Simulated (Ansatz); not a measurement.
This log comes from Ansatz, run on Ge (lonsdaleite). The cell was relaxed with r2SCAN and then strained (uniaxial -2.0 % along x, other directions held), with the atoms relaxed again with r2SCAN; k points keep the names of the unstrained zone.

The cell:
```xyz
4
Lattice="3.9177 0.0000 0.0000 -1.9588 3.4620 0.0000 0.0000 0.0000 6.5928" Properties=species:S:1:pos:R:3 pbc="T T T"
Ge    0.0000    2.3148    0.0066
Ge    1.9588    1.1473    3.3030
Ge    0.0000    2.3148    2.4657
Ge    1.9588    1.1473    5.7621
```

What the program printed (shortened):
```
scf.n_extra_bands = 5 over 28 filled bands (N_el = 56.0): the run solves 33 bands
Functional definition: HSE06
Crystal: 4 atoms, lattice volume = 89.419 Å³
Basis set: ecut = 420 eV, 1755 PW (Γ)
Bands: 33, of which v1, the nominal top of the filled ones, is band 28 counted from 1 (27 counted from 0)
Symmetry: 8 space group operations
Space group: Cmcm (ITA 63)
k-points: 39 of 144
preconditioner: auto → none  [insulator: Δε(μ)=0.336 eV  σ=0.020 eV  ℏωp=29.4 eV]
Exchange kernel: α = 0.2500, screened, ω = 0.2079 Å⁻¹, Wigner–Seitz truncation, v(0) = 1046.7417 eV·Å³, q-mesh 6×6×4
hybrid outer 1: dexx = +2.192e-2 eV, tail = 1.48e-4 eV
hybrid outer 2: dexx = +2.313e-6 eV, tail = 5.07e-8 eV, Δε = 5.38e-3 eV, ΔF = 7.52e-4 eV/Å
Free energy (F): -17183.298425 eV
Fermi energy:    8.959045 eV
--- Per-component energies (eV) ---
  E_band       = -740.374207
  E_kinetic    = 443.370160
  E_local      = -9867.862652
  E_nonlocal   = 1679.245122
  E_hartree    = 4341.740188
  E_xc         = -243.679270
  E_vxc        = -208.113973
  E_exx        = -218.160990
  E_paw        = -7926.115193
  E_vpaw       = -1034.173779
  E_ewald      = -5390.375674
  E_core_change = -1.461495
--- Forces (eV/Å), atoms counted from 1 ---
  atom   1  Ge      0.00000      0.00338    -0.00077
  atom   2  Ge      0.00000    -0.00338    -0.00077
  atom   3  Ge      0.00000      0.00338      0.00077
  atom   4  Ge      0.00000    -0.00338      0.00077
--- Stress (GPa, compression-positive) ---
        3.826053       0.000000       0.000000
        0.000000       1.300850       0.000000
        0.000000       0.000000       0.823673
  P = ⅓ Tr σ = 1.9835 GPa (19.835 kbar)
--- Band table (eV; the first three rows and the last of 39) ---
  k-point 0: bands = […, 0.0478, 6.8008, 6.9873, 8.2707, 8.5513, 8.7400, 9.1780, 9.4720, 11.3883, 11.4799, …]
  k-point 1: bands = […, 1.0758, 5.9252, 6.9853, 7.1700, 8.1708, 8.3565, 9.3907, 10.7128, 11.7693, 11.8675, …]
  k-point 2: bands = […, 3.2622, 3.2622, 7.4953, 7.4953, 7.6798, 7.6798, 9.9987, 9.9987, 12.5565, 12.5565, …]
  k-point 38: bands = […, 0.1435, 0.1435, 4.5736, 4.5736, 5.9370, 5.9370, 10.3953, 10.3953, 12.4737, 12.4737, …]
```

bands.tsv, columns around the gap (it counts bands from 0):
```tsv
# k_distance	band_23	band_24	band_25	band_26	band_27	band_28	band_29	band_30	band_31
# fermi_ev = 8.959039
# [0, 0, 0] at k_distance = 0.000000
# [0.5, 0, 0] at k_distance = 0.921365
# [0.3333333333, 0.3333333333, 0] at k_distance = 1.447969
# [0, 0, 0.5] at k_distance = 2.603962
# [0.5, 0, 0.5] at k_distance = 3.525327
# [0.3333333333, 0.3333333333, 0.5] at k_distance = 4.051931
# [0, 0, 0.05] at k_distance = 5.189110
# [0, 0, 0.15] at k_distance = 5.284413
# levels_relative_to = fermi_ev
0.000	-2.158	-1.972	-0.688	-0.408	-0.219	0.219	0.513	2.429	2.521
0.921	-7.870	-5.571	-3.932	-3.552	-2.150	0.525	1.830	3.609	3.890
1.448	-8.735	-6.024	-4.333	-4.309	-4.074	1.408	5.065	5.080	5.627
2.604	-5.697	-1.464	-1.464	-1.279	-1.279	1.040	1.040	3.597	3.597
3.525	-9.138	-3.300	-3.300	-3.201	-3.201	0.559	0.559	2.180	2.180
4.052	-9.455	-5.251	-5.251	-2.756	-2.756	1.377	1.377	4.244	4.244
5.189	-2.151	-1.964	-0.919	-0.426	-0.237	0.228	0.726	2.447	2.539
5.284	-2.096	-1.918	-1.905	-0.561	-0.373	0.296	1.509	2.580	2.674
```
In order the rows are Γ, M, K, A, L, H, Γ–A (0.10), Γ–A (0.30).

Problem. Write the input file that gave this output.

Solution.
```yaml
crystal:
  # lattice and atoms as above
kpoints:
  mp_grid: { grid: [6, 6, 4] }
  band_path:
    path:
      - [0.0, 0.0, 0.0]
      - [0.5, 0.0, 0.0]
      - [0.3333333333, 0.3333333333, 0.0]
      - [0.0, 0.0, 0.5]
      - [0.5, 0.0, 0.5]
      - [0.3333333333, 0.3333333333, 0.5]
      - [0.0, 0.0, 0.05]
      - [0.0, 0.0, 0.15]
    npoints: 1
hamiltonian:
  xc: hse06
scf:
  occupations: { method: fermi_dirac, width: 0.02 }
  n_extra_bands: 5
output:
  forces: true
  stress: true
  eigenvalues: true
```
The exchange loop and the term E_exx show exact exchange. A single point prints forces and stress when the output block asks for them. Keys that aren't typed take their defaults; thresholds and the kind of smearing can't be read off these lines.

(Simulation; spin polarisation is off.)

The runs are scalar-relativistic, without spin-orbit coupling.

The program warns that its thresholds are loose for a hybrid's stress.

The meshes of the hybrids are coarse, so their gaps aren't converged to the digits shown.
